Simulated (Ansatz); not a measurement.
Cd: what changed settings do

All trials start from this Ansatz input:

```yaml
crystal:
  lattice:
    - [1.6080291515, 0.9283960635, 2.44928741]
    - [-1.6080291515, 0.9283960635, 2.44928741]
    - [0.0, -1.856792127, 2.44928741]
  atoms:
    - { symbol: Cd, position: [0.0, 0.0, 0.0] }
basis:
  ecutwfc: 420
kpoints:
  mp_grid: { grid: [9, 9, 9] }
hamiltonian:
  xc: pbe
scf:
  occupations: { method: gaussian, width: 0.1 }
output:
  forces: true
  stress: true
  eigenvalues: true
```

Command:

```bash
ansatz run input.yaml --threads 1 --pin off --max-ram 1331MiB --backend cpu --events-out ev --progress --plain --runs-dir out
```

The run converges in 6 SCF iterations on 85 irreducible k-points: pressure 2.28 GPa, no gap.

The inputs are trials, many of them unsound on purpose. Their numbers show the effect of the settings and aren't properties of the material. Each trial's input is given as a difference from the reference's; energies are extrapolated to zero smearing where there is one, and pressure is positive in compression.

Problem. Trial 1:

```diff
-basis:
-  ecutwfc: 420
+basis: {}
 kpoints:
-  mp_grid: { grid: [9, 9, 9] }
+  mp_grid: { kspacing: 0.5 }
 scf:
-  occupations: { method: gaussian, width: 0.1 }
+  occupations: { method: tetrahedron_uncorrected }
```

What happens?

Solution. The run converges in 6 SCF iterations on 19 irreducible k-points: energy 113 meV per atom above the reference, pressure 0.91 GPa, no gap. It warns that the printed bands weren't solved further after the SCF.

Problem. Trial 2:

```diff
 scf:
-  occupations: { method: gaussian, width: 0.1 }
+  occupations: { method: tetrahedron }
```

How does this run end?

Solution. The run converges in 5 SCF iterations on 85 irreducible k-points: energy 7.13 meV per atom above the reference, pressure 1.89 GPa, no gap. It warns that the printed bands weren't solved further after the SCF; that forces and stress under tetrahedra may miss the energy's slope.

Problem. Trial 3 (volume scaled):

```diff
 crystal:
   lattice:
-    - [1.6080291515, 0.9283960635, 2.44928741]
-    - [-1.6080291515, 0.9283960635, 2.44928741]
-    - [0.0, -1.856792127, 2.44928741]
+    - [1.6498147024, 0.9525209625, 2.5129335346]
+    - [-1.6498147024, 0.9525209625, 2.5129335346]
+    - [0.0, -1.9050419251, 2.5129335346]
 kpoints:
-  mp_grid: { grid: [9, 9, 9] }
+  mp_grid: { kspacing: 1.5 }
 hamiltonian:
-  xc: pbe
+  xc: revpbe0
 scf:
-  occupations: { method: gaussian, width: 0.1 }
+  occupations: { method: cold, width: 0.02 }
+  mixing: { beta: 0.19, ndim: 12 }
+  max_iter: 72
```

How does this run end?

Solution. The run converges in 15 SCF iterations on 4 irreducible k-points: pressure 6.20 GPa, no gap. It warns that the count of filled bands differs between k-points; that the threshold of exact exchange is loose for the stress; that the SCF threshold is loose for the stress.

Problem. Trial 4:

```diff
 basis:
-  ecutwfc: 420
+  ecutwfc: 390
+  xc_grid: 4
 kpoints:
-  mp_grid: { grid: [9, 9, 9] }
+  mp_grid: { kspacing: 0.76 }
 hamiltonian:
-  xc: pbe
+  xc: pw92
 scf:
+  max_iter: 30
+  convergence: { dr2_threshold: "1e-9 eV" }
+relax:
+  adjacent_minimum: "off"
+  f_tol: 0.004
+  max_steps: 30
```

How does this run end?

Solution. The relaxation ends after 1 step and 6 SCF iterations, 0.00 meV per atom in free energy under its start, at 21.94 Å³/atom: pressure -5.58 GPa, no gap. It warns that the cutoff lies under the recommended one, 420 eV for these potentials; that the SCF threshold is loose for the stress.

Problem. Trial 5 (volume scaled):

```diff
 crystal:
   lattice:
-    - [1.6080291515, 0.9283960635, 2.44928741]
-    - [-1.6080291515, 0.9283960635, 2.44928741]
-    - [0.0, -1.856792127, 2.44928741]
+    - [1.6395671417, 0.9466045306, 2.497324849]
+    - [-1.6395671417, 0.9466045306, 2.497324849]
+    - [0.0, -1.8932090612, 2.497324849]
 basis:
-  ecutwfc: 420
+  ecutwfc: "14 Ha"
 kpoints:
-  mp_grid: { grid: [9, 9, 9] }
+  mp_grid: { kspacing: 1.4 }
 scf:
-  occupations: { method: gaussian, width: 0.1 }
+  occupations: { method: cold, width: 0.64 }
+  max_iter: 40
+relax:
+  adjacent_minimum: "off"
+  f_tol: 0.01
+  max_steps: 10
+  cell: {}
```

What happens?

Solution. It warns that the cutoff lies under the recommended one, 420 eV for these potentials. The run stops unconverged after 49 SCF iterations:

```text
Error: variable-cell relaxation did not converge after 10 `relax_step` rows, as none of its last 1 fresh-basis SCF(s) at a relaxed cell met both thresholds with a finite energy. The last misses `relax.cell.stress_tol`: largest allowed force component 0.00e0 eV/Å (`relax.f_tol` 1.00e-2 eV/Å) …
```

Next try, with these keys changed back:

```diff
-relax:
-  adjacent_minimum: "off"
-  f_tol: 0.01
-  max_steps: 10
-  cell: {}
```

The run converges in 6 SCF iterations on 4 irreducible k-points: energy 1.32 eV per atom above the reference, pressure 4.46 GPa, no gap. It warns that the cutoff lies under the recommended one, 420 eV for these potentials.

Problem. Trial 6:

```diff
 hamiltonian:
-  xc: pbe
+  xc: revpbe
 scf:
-  occupations: { method: gaussian, width: 0.1 }
+  occupations: { method: fermi_dirac, width: 0.018 }
```

What happens?

Solution. The run converges in 6 SCF iterations on 85 irreducible k-points: pressure 4.17 GPa, no gap.

Problem. Trial 7:

```diff
 basis:
-  ecutwfc: 420
+  ecutwfc: "28 Ry"
 output:
-  forces: true
+  forces: false
+accuracy: medium
```

What does the program give?

Solution. The run converges in 6 SCF iterations on 85 irreducible k-points: energy 0.90 meV per atom above the reference, pressure 2.29 GPa, no gap. It warns that the cutoff lies under the recommended one, 420 eV for these potentials.

Problem. Trial 8:

```diff
 crystal:
   atoms:
-    - { symbol: Cd, position: [0.0, 0.0, 0.0] }
+    - { symbol: Cd, position: [0.0, 0.0, 0.0], spin: -1.0 }
 kpoints:
-  mp_grid: { grid: [9, 9, 9] }
+  mp_grid: { grid: [4, 1, 6] }
 scf:
-  occupations: { method: gaussian, width: 0.1 }
+  occupations: { method: methfessel_paxton, width: 0.036 }
+  lower_state_search: "off"
 output:
+  populations: true
+magnetization:
+  spin_polarized: true
```

What does the program give?

Solution. The run converges in 12 SCF iterations on 14 irreducible k-points: energy 2.59 eV per atom below the reference, pressure -13.37 GPa, no gap, cell moment -0.09 μB. It warns that the count of filled bands differs between k-points; that the starting moments were lost; that the state wasn't tested for a lower one; that the mesh lowers the symmetry.

Problem. Trial 9:

```diff
 basis:
-  ecutwfc: 420
+  ecutwfc: 60
 hamiltonian:
-  xc: pbe
+  xc: pw92
+  hubbard: { sites: [{ species: Cd, l: d, u_eff: 6.8 }] }
 scf:
-  occupations: { method: gaussian, width: 0.1 }
+  occupations: { method: methfessel_paxton, width: "0.005 Ry" }
+  max_iter: 55
```

What happens?

Solution. The run converges in 8 SCF iterations on 85 irreducible k-points: pressure -7400 GPa (unreliable at so low a cutoff), no gap. It warns that the cutoff lies under the recommended one, 420 eV for these potentials; that the count of filled bands differs between k-points. Under a U the state reached may not be the lowest.

Problem. Trial 10:

```diff
 basis:
-  ecutwfc: 420
+  ecutwfc: 440
 scf:
-  occupations: { method: gaussian, width: 0.1 }
+  occupations: { method: tetrahedron }
+  convergence: { dr2_threshold: "1e-10 eV" }
```

What happens?

Solution. The run converges in 7 SCF iterations on 85 irreducible k-points: energy 6.50 meV per atom above the reference, pressure 1.89 GPa, no gap. It warns that the printed bands weren't solved further after the SCF; that forces and stress under tetrahedra may miss the energy's slope.